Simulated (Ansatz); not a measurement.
# HgS: the cost of one run

Computed with Ansatz 0.2.0 (DFT PBEsol, scalar-relativistic, unless a step's input says otherwise).

### Step 1. The system as given

The structure is cubic, space group F-43m (No. 216). The conventional cell has a = 5.858 Å, b = 5.858 Å, c = 5.858 Å, α = 90.00°, β = 90.00°, γ = 90.00°. Hg (site symmetry -43m) is surrounded by 4 S at 2.54 Å. S (site symmetry -43m) is surrounded by 4 Hg at 2.54 Å.

Coordinates:

```xyz
2
Lattice="0.0000 2.9290 2.9290 2.9290 0.0000 2.9290 2.9290 2.9290 0.0000" Properties=species:S:1:pos:R:3 pbc="T T T"
Hg    0.0000    0.0000    0.0000
S     4.3935    4.3935    4.3935
```

The cell is a deposited one (Crystallography Open Database entry 1011368); the temperature and pressure of the measurement aren't taken into account, and nothing was relaxed.

Atoms are numbered in the order of the input: Hg1, S2.

### Step 2. Full-potential LAPW

The input, input.yaml:

```yaml
crystal:
  lattice:
    - [0.0, 2.929, 2.929]
    - [2.929, 0.0, 2.929]
    - [2.929, 2.929, 0.0]
  atoms:
    - { symbol: Hg, position: [0.0, 0.0, 0.0] }
    - { symbol: S, position: [0.75, 0.75, 0.75] }
kpoints:
  mp_grid: { grid: [8, 8, 8] }
  band_path:
    path:
      - [0.0, 0.0, 0.0]
      - [-0.5, -0.5, 0.0]
      - [-0.375, -0.375, 0.25]
      - [-0.375, 0.0, 0.375]
      - [0.0, 0.0, 0.0]
      - [0.0, 0.0, 0.5]
      - [-0.5, -0.25, 0.25]
      - [-0.5, -0.5, 0.0]
    npoints: 14
scf:
  occupations: { method: fermi_dirac, width: 0.02 }
hamiltonian:
  xc: pbesol
  pseudopotentials: { kind: all_electron, lapw: { basis_error: 0.001 } }
output:
  forces: true
  stress: true
  eigenvalues: true
  fatbands: true
  populations: true
  dos: { projected: true, de: 0.2, e_range: [-14, 8] }
```

Launch:

```sh
> ansatz run input.yaml --threads 1 --pin off --max-ram 3072MiB --backend cpu --events-out ev --progress --plain --runs-dir out
```

Q: Estimate wall time and peak memory on 1 thread of Arm Neoverse V2, shared host.

About 41 s, with a peak of 0.3 GiB.
